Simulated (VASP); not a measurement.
Set up this calculation in VASP 6.6.1, as an ASE script.

```
Task                   : single point
Functional             : PBE
Potentials or basis    : VASP PAW PBE potentials, release 64 (K_pv, Cl)
Cutoff                 : 500 eV
k mesh                 : 7 × 7 × 7
Occupations            : gaussian, width 0.02 eV
Spin                   : no spin polarisation
Further INCAR settings : ALGO = Normal; EDIFF = 1.00e-06
```

The structure of KCl (Sylvite) lies in KCl.cif:

```cif
data_KCl
_cell_length_a 4.44978055
_cell_length_b 4.44978055
_cell_length_c 4.44978055
_cell_angle_alpha 60.00000000
_cell_angle_beta 60.00000000
_cell_angle_gamma 60.00000000
_space_group_name_H-M_alt 'P1'
_space_group_name_Hall 'P 1'
_space_group_IT_number 1
loop_
_space_group_symop_operation_xyz
'x,y,z'
loop_
_atom_site_label
_atom_site_type_symbol
_atom_site_symmetry_multiplicity
_atom_site_Wyckoff_symbol
_atom_site_fract_x
_atom_site_fract_y
_atom_site_fract_z
_atom_site_occupancy
K1 K 1 a 0.0000000000 0.0000000000 0.0000000000 1
Cl1 Cl 1 a 0.5000000000 0.5000000000 0.5000000000 1
```

One way to write it, as run:

run.py

```python
from ase.calculators.vasp import Vasp
from ase.dft.bandgap import bandgap
from ase.io import read

atoms = read('KCl.cif')
calc = Vasp(
    directory='calc',
    xc='pbe',
    pp='PBE',
    setups='minimal',
    prec='Accurate',
    encut=500,
    ediff=1e-06,
    ismear=0,
    sigma=0.02,
    lreal=False,
    lasph=True,
    nelm=100,
    algo='Normal',
    isif=2,
    lwave=False,
    lcharg=False,
    kpts=[7, 7, 7],
    gamma=True,
)
atoms.calc = calc

print('energy (eV):', atoms.get_potential_energy())
print('free energy (eV):', atoms.get_potential_energy(force_consistent=True))
print('forces (eV/A):')
print(atoms.get_forces())
print('stress (eV/A^3, Voigt):', atoms.get_stress())
print('Fermi level (eV):', calc.get_fermi_level())
gap, top, bottom = bandgap(calc)
print('band gap (eV):', gap, 'from (spin, k, band)', top, 'to', bottom)
```

Potentials or basis: VASP PAW PBE potentials, release 64 (K_pv, Cl).

Run with:

```bash
$ python run.py
```

Results of the run:

```
Pressure               : 1.1 GPa
Band gap on the k mesh : 5.18 eV, direct
```

Caveat: an odd mesh through Γ misses points on the zone boundary, where band edges often lie.

Run time: 27 s on 1 thread of AMD EPYC 7R43 64-Core Processor (Zen 3), with other jobs on the host, peak memory 0.14 GiB.
